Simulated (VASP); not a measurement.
# MoS2 (R3m) in VASP: notebook, part 2 of 2

VASP 6.6.1. The steps go on from the part before.

### Step 3. Single point, PBE

Contents of INCAR:

```
PREC     = Normal         # precision mode
ENCUT    = 500            # plane-wave cutoff, eV
EDIFF    = 1E-7           # SCF threshold, eV
ISMEAR   = 0              # smearing method
SIGMA    = 0.05           # smearing width, eV
LREAL    = F              # projectors in reciprocal space
LASPH    = T              # aspherical terms in the spheres
NELM     = 100            # most SCF steps
ALGO     = Normal         # electronic algorithm
ISIF     = 2              # what is computed and relaxed
LWAVE    = F              # write WAVECAR
LCHARG   = F              # write CHGCAR
GGA      = PE             # functional
ADDGRID  = F
```

Contents of KPOINTS:

```
Automatic mesh
0
Gamma
  9 9 9
```

Contents of POSCAR:

```
MoS2
1.0
    1.5800000000      0.9122134253      6.1500000000
   -1.5800000000      0.9122134253      6.1500000000
    0.0000000000     -1.8244268506      6.1500000000
Mo S
1 2
Direct
    0.0000000000      0.0000000000      0.0000000000
    0.4170000000      0.4170000000      0.4170000000
    0.2500000000      0.2500000000      0.2500000000
```

Potentials or basis: VASP PAW PBE potentials, release 64 (Mo_sv, S).

Started as:

```
cat potpaw_PBE.64/Mo_sv/POTCAR potpaw_PBE.64/S/POTCAR > POTCAR
mpirun -np 1 vasp_std > vasp.out
```

OUTCAR:

```text
PREC = Normal
   ENCUT = 500
   EDIFF = 1E-7
   ISMEAR = 0
   LREAL = F
   LASPH = T
   NELM = 100
   ISIF = 2
   GGA = PE

 Found     85 irreducible k-points:

 Following reciprocal coordinates:
            Coordinates               Weight
  0.000000  0.000000  0.000000      1.000000
  0.111111  0.000000 -0.000000      6.000000
  0.222222 -0.000000 -0.000000      6.000000
  0.333333  0.000000 -0.000000      6.000000
  0.444444 -0.000000 -0.000000      6.000000
  0.111111  0.111111 -0.000000      6.000000
   k-points           NKPTS =     85   k-points in BZ     NKDIM =     85   number of bands    NBANDS=     17
   number of dos      NEDOS =    301   number of ions     NIONS =      3
   total plane-waves  NPLWV =  46656
   dimension x,y,z NGX =    36 NGY =   36 NGZ =   36
   dimension x,y,z NGXF=    72 NGYF=   72 NGZF=   72
   ions per type =               1   2
   NGX,Y,Z   is equivalent  to a cutoff of   9.33,  9.33,  9.33 a.u.
   NGXF,Y,Z  is equivalent  to a cutoff of  18.66, 18.66, 18.66 a.u.
 SYSTEM =  unknown system
   PREC   = normal    normal or accurate (medium, high low for compatibility)
   ISTART =      0    job   : 0-new  1-cont  2-samecut
   ICHARG =      2    charge: 1-file 2-atom 10-const
   ISPIN  =      1    spin polarized calculation?
   LNONCOLLINEAR =      F non collinear calculations
   LSORBIT =      F    spin-orbit coupling
   LASPH  =      T    aspherical Exc in radial PAW
   ENCUT  =  500.0 eV  36.75 Ry    6.06 a.u.  11.70 11.70 11.70*2*pi/ulx,y,z
   NELM   =    100;   NELMIN=  2; NELMDL= -5     # of ELM steps
   EDIFF  = 0.1E-06   stopping-criterion for ELM
   LREAL  =      F    real-space projection
   EDIFFG = 0.1E-05   stopping-criterion for IOM
   NSW    =      0    number of steps for IOM
   IBRION =     -1    ionic relax: 0-MD 1-quasi-New 2-CG
   NFREE  =      0    steps in history (QN), initial steepest desc. (CG)
   ISIF   =      2    stress and relaxation
   ISYM   =      2    0-nonsym 1-usesym 2-fastsym
   POTIM  = 0.5000    time-step for ionic-motion
   TEBEG  =    0.0;   TEEND  =   0.0 temperature during run
   PSTRESS=    0.0 pullay stress
   NELECT =      26.0000    total number of electrons
   NUPDOWN=      -1.0000    fix difference up-down
   EMIN   =  10.00;   EMAX   =-10.00  energy-range for DOS
   EFERMI =   0.00;   METHOD = LEGACY
   ISMEAR =     0;   SIGMA  =   0.05  broadening in eV -4-tet -1-fermi 0-gaus
   EFERMI_NEDOS =   21; number of points for ismear=-14 and -15
   IALGO  =     38    algorithm
   IMIX   =      4    mixing-type and parameters
     AMIX     =   0.40;   BMIX     =  1.00
     AMIX_MAG =   1.60;   BMIX_MAG =  1.00
  volume/ion in A,a.u.               =      17.73       119.63
  Fermi-wavevector in a.u.,A,eV,Ry     =   1.289652  2.437089 22.629252  1.663203
  Thomas-Fermi vector in A             =   2.421532
   LORBIT       =      0    0 simple, 1 ext, 2 COOP (PROOUT), +10 PAW based schemes
   GGA     = PE    functional components
   LHFCALC =     F    Hartree Fock is set to
   AEXX    =    0.0000 exact exchange contribution
   IVDW    =     0    specifies the selected vdW correction
   LEPSILON=     F    determine dielectric tensor
   LRPA    =     F    only Hartree local field effects (RPA)
 non-spin polarized calculation
 Gauss-broadening in eV      SIGMA  =   0.05
  energy-cutoff  :      500.00
  volume of cell :       53.18
 maximum number of plane-waves:      1364
   NGX = 23   NGY = 23   NGZ = 23

 number of electron      25.9999990 magnetization

 Free energy of the ion-electron system (eV)
  ---------------------------------------------------
  ext. energy  EPLUGINS =         0.00000000
  ---------------------------------------------------
  free energy    TOTEN  =       -21.78933040 eV

  energy without entropy =      -21.78933040  energy(sigma->0) =      -21.78933040

 E-fermi :   8.0224     XC(G=0): -10.8260

 val. band max:        7.6426286094   @ k =   0.4444   0.4444   0.4444
 cond. band min:       8.5965746593   @ k =  -0.2222   0.4444   0.1111
 fundamental gap:      0.9539460499
 Fermi energy:         8.0224019239

 k-point     1 :       0.0000    0.0000    0.0000
  band No.  band energies     occupation
      1     -53.9094      2.00000
      2     -28.0753      2.00000
      3     -27.8478      2.00000
      4     -27.8478      2.00000
      5      -7.4610      2.00000
      6      -5.7412      2.00000
[... 9 lines left out ...]
     16      10.1034      0.00000
     17      10.1034      0.00000

 k-point     2 :       0.1111    0.0000   -0.0000
  band No.  band energies     occupation
      1     -53.9045      2.00000
      2     -28.0657      2.00000
      3     -27.8966      2.00000
      4     -27.8588      2.00000
      5      -7.2698      2.00000
      6      -5.6838      2.00000
[... 9 lines left out ...]
     16       9.8866      0.00000
     17      10.0137      0.00000

 k-point     3 :       0.2222   -0.0000   -0.0000
  band No.  band energies     occupation
      1     -53.8922      2.00000
      2     -28.0412      2.00000
      3     -28.0185      2.00000
      4     -27.8867      2.00000
      5      -6.7480      2.00000
      6      -5.5271      2.00000
[... 9 lines left out ...]
     16      10.0785      0.00000
     17      10.5748      0.00000

 k-point     4 :       0.3333    0.0000   -0.0000
  band No.  band energies     occupation
      1     -53.8781      2.00000
      2     -28.1544      2.00000
      3     -28.0132      2.00000
      4     -27.9181      2.00000
      5      -6.0610      2.00000
      6      -5.3259      2.00000
[... 9 lines left out ...]
     16      10.7614      0.00000
     17      10.9805      0.00000

 k-point     5 :       0.4444   -0.0000   -0.0000
  band No.  band energies     occupation
      1     -53.8689      2.00000
      2     -28.2416      2.00000
      3     -27.9948      2.00000
      4     -27.9386      2.00000
      5      -5.5229      2.00000
      6      -5.1816      2.00000
[... 9 lines left out ...]
     16      11.1096      0.00000
     17      11.1426      0.00000

 k-point     6 :       0.1111    0.1111   -0.0000
  band No.  band energies     occupation
      1     -53.9045      2.00000
      2     -28.0657      2.00000
      3     -27.8966      2.00000
      4     -27.8588      2.00000
      5      -7.2621      2.00000
      6      -5.6980      2.00000
[... 9 lines left out ...]
     16       9.8305      0.00000
     17      10.0479      0.00000

 [... further k-points ...]

------------------------ aborting loop because EDIFF is reached ----------------------------------------

  FORCE on cell =-STRESS in cart. coord.  units (eV):
  Direction    XX          YY          ZZ          XY          YZ          ZX
  --------------------------------------------------------------------------------------
  -------------------------------------------------------------------------------------
  Total        1.4690802      1.4690802      2.2497800      0.0000000      0.0000000      0.0000000
  in kB       44.2564105     44.2564105     67.7751853      0.0000000      0.0000000      0.0000000
  external PRESSURE =      52.0960021 kB  Pullay stress =       0.0000000 kB

 VOLUME and BASIS-vectors are now :
 -----------------------------------------------------------------------------
  energy-cutoff  :      500.00
  volume of cell :       53.18
      direct lattice vectors                 reciprocal lattice vectors
     1.580000000  0.912213425  6.150000000     0.316455696  0.182705781  0.054200542
    -1.580000000  0.912213425  6.150000000    -0.316455696  0.182705781  0.054200542
     0.000000000 -1.824426851  6.150000000     0.000000000 -0.365411563  0.054200542

 POSITION                                       TOTAL-FORCE (eV/Angst)
 -----------------------------------------------------------------------------------
      0.00000      0.00000      0.00000         0.000000      0.000000      0.086597
      0.00000      0.00000      7.69365         0.000000      0.000000      0.420433
      0.00000      0.00000      4.61250         0.000000      0.000000     -0.507029
 -----------------------------------------------------------------------------------
    total drift:                               -0.000000      0.000000      0.000082

  FREE ENERGIE OF THE ION-ELECTRON SYSTEM (eV)
  ---------------------------------------------------
  free  energy   TOTEN  =       -21.7893303958 eV

  energy  without entropy=      -21.7893303958  energy(sigma->0) =      -21.78933040
```

It took 87 s on 1 thread of Intel Xeon Platinum 8488C (Sapphire Rapids), shared host; peak memory 0.24 GiB.

The run converged, but some of its settings lie outside the range that counts as converged, so its numbers aren't taken as properties of the crystal.

What came out:

```yaml
Free_energy: -21.7893 eV
Pressure: 5.2 GPa
Largest_force: 0.507 eV/Å
Band_gap_on_the_k_mesh: 0.95 eV, indirect (least direct gap 1.71 eV)
```

Caveat: an odd mesh through Γ misses points on the zone boundary, where band edges often lie.

### Step 4. For comparison

An earlier run on the cell as given: functional PBE; potentials or basis VASP PAW PBE potentials, release 64 (Mo_sv, S); cutoff 520 eV; k mesh 10 × 10 × 10; occupations fermi-dirac, width 0.05 eV; no spin polarisation.

- Pressure: 5.2 GPa
- Largest force: 0.506 eV/Å
- Band gap on the k mesh: 0.97 eV, indirect (least direct gap 1.96 eV)
